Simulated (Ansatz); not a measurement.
InSb (Fm-3m)

Computed with DFT PBE, scalar-relativistic, plane waves, PAW in Ansatz.

Plane waves to 420 eV, a k mesh through Γ of 12×12×12 on the computed 2-atom cell and Gaussian smearing (0.10 eV); no spin polarisation.

The structure is relaxed at this level of theory with its symmetry kept. This rock-salt form isn't the usual stable structure of the compound.

```cif
data_structure
_symmetry_space_group_name_H-M 'P 1'
_symmetry_Int_Tables_number 1
_cell_length_a 4.3489
_cell_length_b 4.3489
_cell_length_c 4.3489
_cell_angle_alpha 60.000
_cell_angle_beta 60.000
_cell_angle_gamma 60.000
_cell_volume 58.16
loop_
_atom_site_label
_atom_site_type_symbol
_atom_site_fract_x
_atom_site_fract_y
_atom_site_fract_z
_atom_site_occupancy
In1 In 0.00000 0.00000 0.00000 1
Sb1 Sb 0.50000 0.50000 0.50000 1
```

* Space group: Fm-3m (No. 225)
* Volume per atom: 29.08 Å³
* Formation energy from the elements' standard states (uncorrected): +0.018 eV/atom
* Kohn–Sham band gap: none (metal)
* Density of states at the Fermi level: 1.32 states/eV per cell
* Löwdin character within 0.5 eV of the Fermi level: Sb 5p 66 %, In 5p 20 %, In 5s 10 %
* Bulk modulus: 47 GPa
* Its pressure derivative: 4.9
* Bader charges (e): In (1 in the cell) 0.38, Sb (1 in the cell) -0.38

Spin-orbit coupling is left out, which matters for the bands of heavy elements.